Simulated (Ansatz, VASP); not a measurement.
# Two plane-wave programs on Bi

```xyz
1
Lattice="-1.9412 1.9412 1.9412 1.9412 -1.9412 1.9412 1.9412 1.9412 -1.9412" Properties=species:S:1:pos:R:3 pbc="T T T"
Bi    0.0000    0.0000    0.0000
```

Alike in both runs: functional LDA; k mesh 16 × 16 × 16; occupations gaussian, width 0.1 eV; no spin polarisation.

Ansatz relaxed the structure, and its values are those at the end. VASP's run is a single point on that final structure, the one shown.

|  | VASP | Ansatz |
| --- | --- | --- |
| version | VASP 6.6.1 | Ansatz 0.2.0 |
| potentials or method | VASP PAW LDA potentials, release 64 (Bi_d) | scalar-relativistic, plane waves, PAW |
| plane-wave cutoff (eV) | 520 | 420 |
| valence electrons in the cell | 15 | 15 |

Ansatz gave:

- gap on the k mesh at the Fermi level (eV): none
- pressure (GPa): 0.0

**Question.** What did VASP give for the same quantities?

**Answer.** gap on the k mesh at the Fermi level (eV): none; pressure (GPa): 0.1.

A gap of «none» marks a metal or a gap that the smearing closes.

Caveats: spin-orbit coupling is left out, which moves the levels of the heavy elements.
